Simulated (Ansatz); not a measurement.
**Trends among crystals of one structure type (F-43m)**

All 4 crystals share space group F-43m (No. 216) and the same kinds of sites, 2 atoms in the primitive cell. They are database entries and needn't be the stable phases. The set is a selection: crystals with no linear-response run were left out. Cells are relaxed by PAW under the functional.

Quantity: dielectric response and Born charges by linear response (direction means). Level: PBEsol, PAW on Ansatz 0.2.0's default frozen-core files (fitted under PBE), scalar-relativistic.

```
crystal  cell (conventional)    k mesh  smearing (eV)     ε∞  largest |Z*| (e)    ε₀
    InP          a = 5.878 Å     8×8×8           none  11.57              2.52  14.4
   CdSe          a = 6.083 Å     6×6×6           none   8.25              2.24  11.7
    SiC          a = 4.357 Å  10×10×10           none      ?                 ?     ?
   MgTe          a = 6.439 Å     6×6×6           none   5.61              1.91   7.9
```

Problem. What did the calculation give for SiC?

Solution. ε∞ = 7.06, largest |Z*| = 2.72 e, ε₀ = 10.4.

Keep in mind: frozen-core PAW files fitted under PBE, their cores solved anew for the functional of the run; zone-boundary modes aren't tested; field response not resolved by the mesh (InP, CdSe, MgTe); this zinc-blende form is metastable at ambient conditions (MgTe); semilocal gaps are low, so ε∞ comes out large.
